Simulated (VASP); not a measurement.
The system is Cd.

```
Cd
1.0
     2.94112   -1.94385    0.00000
     2.94112    1.94385    0.00000
     0.00000    0.00000    7.92947
Cd
4
Direct
  0.85000 0.15000 0.11700
  0.65000 0.35000 0.61700
  0.15000 0.85000 0.88300
  0.35000 0.65000 0.38300
```

The cell was built by a generator and needn't be a form met in nature.

| Property | Result |
| --- | --- |
| Program | VASP 6.6.1 |
| Task | relaxation of cell and atoms |
| Functional | PBE |
| Potentials or basis | VASP PAW PBE potentials, release 64 (Cd) |
| Cutoff | 600 eV |
| k mesh | 6 × 6 × 2 |
| Occupations | gaussian, width 0.1 eV |
| Spin | no spin polarisation |

At the start: pressure 22.6 GPa; volume 22.67 Å³/atom.

Q: How do energy, volume and symmetry change on relaxing?

A: Over 45 steps the energy falls by 944.5 meV/atom and the volume is 22.87 Å³/atom (+0.9 %); space group Cmce (No. 64, to 0.05 Å).

Step by step:
```csv
step,energy change (eV),largest force (eV/Å),pressure (GPa),volume (Å³)
1,0.0000,7.8324,22.59,90.67
3,-2.5770,0.4643,-2.17,133.46
5,-3.2515,0.3995,-0.66,109.78
7,-3.2604,0.3479,-0.26,108.26
9,-3.3156,0.2388,-0.39,107.55
11,-3.5480,0.2496,-2.86,104.50
13,-3.5918,0.2299,-2.34,102.54
15,-3.6284,0.4317,2.07,90.03
17,-3.6604,0.4244,2.65,88.01
19,-3.7292,0.1740,-0.26,92.95
21,-3.7378,0.1180,-0.43,93.35
23,-3.7511,0.0483,0.20,92.20
25,-3.7523,0.0457,0.03,92.47
27,-3.7530,0.0464,-0.19,92.91
29,-3.7541,0.0442,-0.10,92.80
31,-3.7564,0.0571,-0.33,93.01
33,-3.7570,0.0561,-0.32,92.99
35,-3.7576,0.0550,-0.29,92.90
37,-3.7597,0.0586,-0.03,92.38
39,-3.7644,0.0518,0.09,92.03
41,-3.7679,0.0388,0.13,91.89
43,-3.7725,0.0277,-0.27,92.48
45,-3.7781,0.0119,0.14,91.47
```

Final structure:
```
Cd
1.0
     2.15868   -2.32453    0.00000
     2.15868    2.32453    0.00000
     0.00000    0.00000    9.11438
Cd
4
Direct
  0.76153 0.23847 0.12509
  0.73847 0.26153 0.62509
  0.23847 0.76153 0.87491
  0.26153 0.73847 0.37491
```

Caveat: the k mesh is coarse (spacing up to 0.40 Å⁻¹), so the values aren't converged.
